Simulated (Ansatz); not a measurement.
# SiO2 (I4/mmm)

Method: DFT LDA, scalar-relativistic, plane waves, PAW in Ansatz.

Cutoff 420 eV; k points 6×6×6 on the computed 12-atom cell (Γ-centred); Gaussian smearing, width 0.02 eV; no spin polarisation.

The structure is relaxed at this level of theory with its symmetry kept. This form isn't the usual stable structure of the compound.

```
Si O
1.0
    -4.45533    4.45533    2.60736
     4.45533   -4.45533    2.60736
     4.45533    4.45533   -2.60736
Si O
4 8
Cartesian
  1.5766 1.5766 0.0000
  -2.8787 2.8787 2.6074
  2.8787 -2.8787 2.6074
  2.8787 2.8787 2.6074
  2.2277 2.2277 1.3037
  2.2277 -2.2277 1.3037
  -2.2277 2.2277 1.3037
  2.2277 2.2277 -1.3037
  1.8618 0.0000 0.0000
  0.0000 7.0488 0.0000
  0.0000 1.8618 0.0000
  7.0488 0.0000 0.0000
```

| Property | Result |
| --- | --- |
| Space group | I4/mmm (No. 139) |
| Volume per atom | 17.25 Å³ |
| Formation energy from the elements' standard states (uncorrected) | -3.097 eV/atom |
| Kohn–Sham band gap | 5.35 eV, indirect from M to Γ |
| Löwdin character of the top 1 eV of the valence band | O 2p 97 % |
| Electron masses at the edge by Cartesian direction of the standard setting (m_e; degenerate bands sorted by energy; no spin-orbit coupling) | x: 0.62; y: 0.62; z: 0.61 |
| Hole masses at the edge by Cartesian direction of the standard setting (m_e; degenerate bands sorted by energy; no spin-orbit coupling) | x: 18, 0.92; y: 18, 0.92; z: 0.86, 0.86 |
| Bulk modulus | 134 GPa |
| Its pressure derivative | 2.7 |
| Electronic dielectric constant xx, yy, zz of the standard setting (independent particles) | 2.2, 2.2, 2.2 |